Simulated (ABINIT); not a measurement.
A run of ABINIT 10.8.3 (patched build):

File run.py:

```python
import json, os
import numpy as np
from ase.constraints import FixSymmetry
from ase.optimize import LBFGS
from ase.filters import FrechetCellFilter
from ase.units import GPa
from ase.calculators.mixing import SumCalculator
from dftd3.ase import DFTD3
from ase.calculators.abinit import Abinit, AbinitProfile
from ase import Atoms

atoms = Atoms(['Ta', 'Ta'],
              cell=[[2.9003720726, 0.0, 0.0], [-1.4501860363, 2.5117958953, 0.0], [0.0, 0.0, 5.166274]],
              scaled_positions=[[0.3333333333, 0.6666666667, 0.25], [0.6666666667, 0.3333333333, 0.75]],
              pbc=True)

profile = AbinitProfile(command='abinit', pp_paths=[os.path.abspath('pseudos')])
params = dict(
    pps='pawxml', xc='PBE',
    chksymtnons=0,
    tolsym=1e-05,
    ecut=517.0163,
    pawecutdg=1034.0327,
    pawxcdev=0,
    kptopt=1,
    ngkpt=[11, 11, 5],
    nshiftk=1,
    shiftk=[0.0, 0.0, 0.0],
    ixc=11,
    nband=17,
    occopt=3,
    tsmear=0.05,
    nstep=100,
    tolvrs=1e-09,
    prtwf=0,
    prtden=0,
    ecutsm=0.5,
)

atoms.calc = SumCalculator([Abinit(profile=profile, directory='run', **params), DFTD3(method='pbe', damping='d3zero')])
atoms.set_constraint(FixSymmetry(atoms, symprec=1e-4))
opt = LBFGS(FrechetCellFilter(atoms), trajectory='opt.traj')
converged = opt.run(fmax=0.01, steps=30)
print('converged', converged)
print('cell (A)', np.round(atoms.cell[:], 5).tolist())
energy = atoms.get_potential_energy()
forces = atoms.get_forces()
stress = atoms.get_stress()
print(f'energy {energy:.6f} eV')
print('forces (eV/A)')
print(np.round(forces, 5))
print('stress (GPa, Voigt, tension positive)', np.round(stress / GPa, 4))
json.dump(dict(energy=energy, forces=forces.tolist(), stress=stress.tolist(), cell=atoms.cell.tolist(), frac=atoms.get_scaled_positions(wrap=False).tolist()), open('results.json', 'w'))
```

Potentials or basis: JTH PAW PBE v2.0.

Command:

```sh
$ python run.py
```

Hardware: 1 thread of Arm Neoverse V1 (shared host).

Problem. How long does it take, and how much memory?

Solution. It took 2 min on 1 thread of Arm Neoverse V1 (shared host), peak memory 0.12 GiB. Counts: mpi ranks 1, k points 48, bands 17, plane waves 985, ion steps 4.
